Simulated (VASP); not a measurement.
# PbS: molecular dynamics with a thermostat

PbS, Amm2 (no. 38), 8 atoms in the cell. PBE, molecular dynamics; PAW potentials Pb, S (PBE set).

Ensemble: Nose-Hoover; Target temperature (K): 1600.

## Input

INCAR:
```
SYSTEM = PbS
ALGO = Normal
EDIFF = 1E-6
ENCUT = 260
GGA = PE
IBRION = 0
ISIF = 2
ISMEAR = 0
ISYM = 0
KPAR = 2
LASPH = .True.
LCHARG = .False.
LREAL = Auto
LWAVE = .False.
MDALGO = 2
NELM = 60
NELMIN = 4
NSW = 60
POTIM = 2.0
PREC = Normal
RANDOM_SEED = 54003 0 0
SIGMA = 0.05
SMASS = 0
TEBEG = 1600
```

KPOINTS:
```
k-points
0
Gamma
  3 2 2
```

POSCAR:
```
PbS
1.0
    4.0699280000      0.0000000000      0.0000000000
    0.0000000000      5.6898180000      5.5735990000
    0.0000000000     -5.6898180000      5.5735990000
Pb S
4 4
Direct
    0.0000000000      0.8237310000      0.8237310000
    0.5000000000      0.1373870000      0.1373870000
    0.0000000000      0.3391490000      0.6631120000
    0.0000000000      0.6631120000      0.3391490000
    0.5000000000      0.6372510000      0.6372510000
    0.0000000000      0.3108960000      0.3108960000
    0.5000000000      0.1178520000      0.7748220000
    0.5000000000      0.7748220000      0.1178520000
```

Commands:
```
cat potpaw_PBE.64/Pb/POTCAR potpaw_PBE.64/S/POTCAR > POTCAR
mpirun -np 2 vasp_std > vasp.out
```

## Result

- Mean temperature (K): 1599
- Rise of the mean potential energy above the start (meV/atom): 116.1
- Electronic steps per ionic step after the first: 4.3

Course of the run:

| Time (fs) | Temperature (K) | Potential energy less the first (meV/atom) |
|---|---|---|
| 2 | 1601 | 0.0 |
| 12 | 1555 | 5.3 |
| 20 | 1468 | 17.2 |
| 30 | 1383 | 37.0 |
| 38 | 1359 | 56.4 |
| 48 | 1379 | 87.9 |
| 56 | 1438 | 118.7 |
| 66 | 1657 | 153.4 |
| 74 | 2009 | 166.9 |
| 84 | 2338 | 172.3 |
| 92 | 2122 | 183.6 |
| 102 | 1542 | 202.8 |
| 110 | 1234 | 209.4 |
| 120 | 1152 | 205.2 |

REPORT:
```
MDALGO =   2
               SCALING =       0
                 CNEXP =     9.000   14.000
           RANDOM_SEED =             54003                0                0

   original number of atomic DOF:         21
   number of independent constraints:      0
   number of active DOF:                  21

========================================
         MD step No.       1
========================================

  Atomic velocities initialized by STEP_tb

  >Energies
                    E_tot             E_pot             E_kin               EPS                ES
   e_b>   -0.32429952E+02   -0.33878700E+02    0.14487479E+01    0.00000000E+00    0.00000000E+00

  >Temperature
               T_sim     T_inst
   tmprt>   1600.000   1601.135

  >Thermostat:
           s(n+1) sdot(n+1)      s(n)   sdot(n)        Qs
   s_b>   0.00001   0.00002   0.00000   0.00000   0.54683

           RANDOM_SEED =             54003               48                0

[... steps left out ...]

========================================
         MD step No.      60
========================================

  >Energies
                    E_tot             E_pot             E_kin               EPS                ES
   e_b>   -0.32431922E+02   -0.32237360E+02    0.10421747E+01    0.29183950E-03   -0.12370279E+01

  >Temperature
               T_sim     T_inst
   tmprt>   1600.000   1151.796

  >Thermostat:
           s(n+1) sdot(n+1)      s(n)   sdot(n)        Qs
   s_b>  -0.42736  -0.00183  -0.42723   0.00158   0.54683

           RANDOM_SEED =             54003               48                0
```

OSZICAR:
```
N       E                     dE             d eps       ncg     rms          rms(c)
DAV:   1     0.166570917144E+03    0.16657E+03   -0.10064E+04   400   0.731E+02
DAV:   2    -0.146971939623E+02   -0.18127E+03   -0.17729E+03   517   0.163E+02
DAV:   3    -0.359238210454E+02   -0.21227E+02   -0.21145E+02   468   0.623E+01
DAV:   4    -0.365490965449E+02   -0.62528E+00   -0.62420E+00   584   0.120E+01
DAV:   5    -0.365604422820E+02   -0.11346E-01   -0.11341E-01   536   0.163E+00    0.181E+01
DAV:   6    -0.338644953818E+02    0.26959E+01   -0.92200E+00   494   0.106E+01    0.109E+01
DAV:   7    -0.338846063101E+02   -0.20111E-01   -0.17663E+00   556   0.454E+00    0.730E+00
DAV:   8    -0.338731002575E+02    0.11506E-01   -0.10561E-01   568   0.142E+00    0.297E+00
DAV:   9    -0.338763790420E+02   -0.32788E-02   -0.10021E-02   520   0.536E-01    0.877E-01
DAV:  10    -0.338777249223E+02   -0.13459E-02   -0.24202E-03   592   0.197E-01    0.325E-01
DAV:  11    -0.338785370219E+02   -0.81210E-03   -0.13203E-03   472   0.176E-01    0.148E-01
DAV:  12    -0.338786212315E+02   -0.84210E-04   -0.10065E-04   536   0.479E-02    0.589E-02
[... left out ...]
     58 T=  1150. E= -.32431790E+02 F= -.32214703E+02 E0= -.32214703E+02  EK= 0.10407E+01 SP= -.13E+01 SK= 0.86E-02
     59 T=  1146. E= -.32431864E+02 F= -.32225048E+02 E0= -.32225048E+02  EK= 0.10368E+01 SP= -.12E+01 SK= 0.30E-02
[... last step whole ...]
       N       E                     dE             d eps       ncg     rms          rms(c)
DAV:   1    -0.322373470466E+02   -0.12299E-01   -0.15901E-02   615   0.163E+00    0.158E-02
DAV:   2    -0.322373604799E+02   -0.13433E-04   -0.15785E-04   401   0.730E-02    0.116E-02
DAV:   3    -0.322373605383E+02   -0.58401E-07   -0.24957E-06   408   0.910E-03    0.725E-03
DAV:   4    -0.322373603780E+02    0.16029E-06   -0.61828E-07   218   0.471E-03
     60 T=  1152. E= -.32431922E+02 F= -.32237360E+02 E0= -.32237360E+02  EK= 0.10422E+01 SP= -.12E+01 SK= 0.29E-03
```

Limits: 120 fs of 8 atoms are too short for converged averages; the cell is only 4.1 Å across, so each atom moves in step with near copies of itself.

VASP 6.6.1 took 255 s on 2 cores (Intel Xeon Platinum 8259CL @ 2.50GHz (Skylake/Cascade Lake)), a shared host.
